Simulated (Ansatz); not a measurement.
GdN in the CsCl-type structure

Method: r²SCAN, scalar-relativistic; collinear spin; PAW, 500 eV, 12×12×12 k-mesh, Gaussian smearing of 0.05 eV; code Ansatz; PAW files: Ansatz's generated set soft_2.

```xyz
2
Lattice="3.0189 0.0000 0.0000 0.0000 3.0189 0.0000 0.0000 0.0000 3.0189" Properties=species:S:1:pos:R:3 pbc="T T T"
Gd    0.0000    0.0000    0.0000
N     1.5094    1.5094    1.5094
```

This is a trial structure; measured cells of the compound in the Crystallography Open Database are in space group Fm-3m (rock salt).

Magnetic state: ferromagnetic, site spin moments Gd 6.95; N -0.11 μB.

The cell has space group Pm-3m (read at 0.01 Å). In it the stress is 0.08, 0.08, 0.08, 0.00, 0.00, 0.00 GPa and the largest force component 0.000 eV/Å. Each change below starts from this cell, without further relaxation. Stress is in GPa, positive in compression, in the order xx, yy, zz, yz, xz, xy; energies are counted from the cell above and are free energies with the smearing's entropy, which match forces and stress in a metal.

Task: One atom was moved along a Cartesian axis, and these forces appeared. Which atom, and about how far?
```
atom  Fx (eV/Å)     Fy      Fz
 Gd1      0.000  0.000  -0.056
  N2      0.000  0.000   0.056
```

Result: Atom 2 (N) is moved by 0.02 Å along z; the energy changes by -0.6 meV per cell. Moving the other atom the opposite way is the same thing.

Task: A single strain component, atoms carried along, gave the stress 0.21, 4.68, 0.21, 0.00, 0.00, 0.00. Which component, and about how large?

Result: An engineering strain of -1 % in yy; the energy changes by 4.1 meV per cell.

Task: All atoms and the cell are disturbed at random:
```xyz
2
Lattice="3.0030 -0.0326 0.0234 -0.0326 3.0620 0.0118 0.0234 0.0118 3.0592" Properties=species:S:1:pos:R:3 pbc="T T T"
Gd   -0.0310    0.0011   -0.0166
N     1.5279    1.5195    1.5638
```
Give the energy change, the stress and the forces.

Result: 3.2 meV per cell; stress 2.24, -5.89, -5.50, 0.51, 1.15, -1.59 GPa.
```
atom  Fx (eV/Å)      Fy      Fz
 Gd1     -0.163   0.002  -0.078
  N2      0.163  -0.002   0.078
```

Without a U the 4f levels of Gd lie too near the Fermi level, so their share of the states there, and what hangs on it, is overstated. No spin–orbit coupling, a notable omission for heavy elements. The run wasn't fully tested for a lower electronic state. Site moments are of spin, integrated over atomic spheres. The moments were started parallel, and the real magnetic order may be another.
